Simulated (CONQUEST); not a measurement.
**ZnSe (Stilleite) under changes of volume**

One of the cells (22.757 Å³/atom); the others are scaled copies at fixed shape and fractional positions:

```
Se Zn
1.0
     4.00760    0.00000    0.00000
     0.00000    4.00760    0.00000
     0.00000    0.00000    5.66760
Se Zn
2 2
Direct
  0.00000 0.50000 0.25000
  0.50000 0.00000 0.75000
  0.00000 0.00000 0.00000
  0.50000 0.50000 0.50000
```

```yaml
Program: CONQUEST 1.3
Functional: PBEsol
Potentials_or_basis: PseudoDojo NC PBEsol, DZP, grid of 40 × 40 × 60 points
k_mesh: 7 × 7 × 5
Occupations: fermi-dirac, width 0.05 eV
Spin: no spin polarisation
```

```csv
volume (Å³/atom),energy over the lowest point (meV/atom),pressure (GPa),gap on the mesh (eV)
21.391,27.62,5.6,1.71
21.846,14.25,3.8,1.60
22.301,5.58,2.3,1.49
22.757,0.94,1.0,1.39
23.212,0.00,-0.3,1.30
23.667,?,?,?
24.122,7.76,-2.5,1.13
```

Question: What does the run at 23.667 Å³/atom give?

Answer: Energy over the lowest point 2.40 meV/atom; pressure -1.4 GPa; gap on the mesh 1.21 eV.

Worked out: A Birch-Murnaghan fit of order 3 (a polynomial in V^(-2/3)) to the other rows has its minimum at 23.10 Å³/atom with B0 = V·E''(V) = 61 GPa and B' = 4.6. It gives 2.40 meV/atom at 23.667 Å³/atom, against the run's 2.40, and -dE/dV = -1.4 GPa, against -1.4. A straight line through the other rows of the gap, of slope -4.83 eV per unit of ln V, gives 1.21 eV, against the run's 1.21.

Energies are extrapolated to zero smearing.

Caveats: an odd mesh through Γ misses points on the zone boundary, where band edges often lie; the basis of atomic orbitals isn't converged, which shifts pressures, moduli and gaps; the real-space grid breaks the cell's symmetry a little (some runs). Spin-orbit coupling on Se is left out.
